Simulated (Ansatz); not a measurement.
# SiGe: the cost of one run

Program: Ansatz 0.2.0. Level of theory: DFT PBEsol, scalar-relativistic, plane waves, PAW. These are calculated values, not measurements.

### Step 1. The starting structure

The structure is hexagonal, space group P6_3mc (No. 186). Conventional cell: a = 3.904 Å, b = 3.904 Å, c = 6.451 Å, α = 90.00°, β = 90.00°, γ = 120.00°. Si (site symmetry 3m) has 4 Ge at 2.40 to 2.41 Å as nearest neighbours. Around Ge (site symmetry 3m) lie 4 Si at 2.40 to 2.41 Å.

As a file:

```xyz
4
Lattice="3.9045 0.0000 0.0000 -1.9522 3.3814 0.0000 0.0000 0.0000 6.4508" Properties=species:S:1:pos:R:3 pbc="T T T"
Si    1.9522    1.1271    5.6419
Si    0.0000    2.2542    2.4165
Ge    1.9522    1.1271    3.2279
Ge    0.0000    2.2542    0.0025
```

The structure comes from the Materials Project (structure only).

(A quick probe on a coarse mesh, which set the mesh and smearing, is not shown.)

### Step 3. Full relaxation

The input, input.yaml:

```yaml
crystal:
  lattice:
    - [3.9044512986, 0.0, 0.0]
    - [-1.9522256493, 3.3813540124, 0.0]
    - [0.0, 0.0, 6.450783]
  atoms:
    - { symbol: Si, position: [0.66666667, 0.33333333, 0.874607] }
    - { symbol: Si, position: [0.33333333, 0.66666667, 0.374607] }
    - { symbol: Ge, position: [0.66666667, 0.33333333, 0.500392] }
    - { symbol: Ge, position: [0.33333333, 0.66666667, 0.000392] }
basis:
  ecutwfc: 420
kpoints:
  mp_grid: { grid: [12, 12, 6] }
hamiltonian:
  xc: pbesol
scf:
  occupations: { method: gaussian, width: 0.02 }
output:
  forces: true
  stress: true
  eigenvalues: true
relax:
  adjacent_minimum: "off"
  f_tol: 0.005
  max_steps: 80
  cell: { stress_tol: 0.05 }
```

Started as:

```console
ansatz run input.yaml --threads 2 --pin off --max-ram 5120MiB --backend cpu --events-out ev --progress --plain --runs-dir out
```

**Question.** How long does this run take on 2 threads of Intel Xeon at 2.70GHz, shared host, and how much memory does it need?

About 27 s, with a peak of 0.46 GiB.
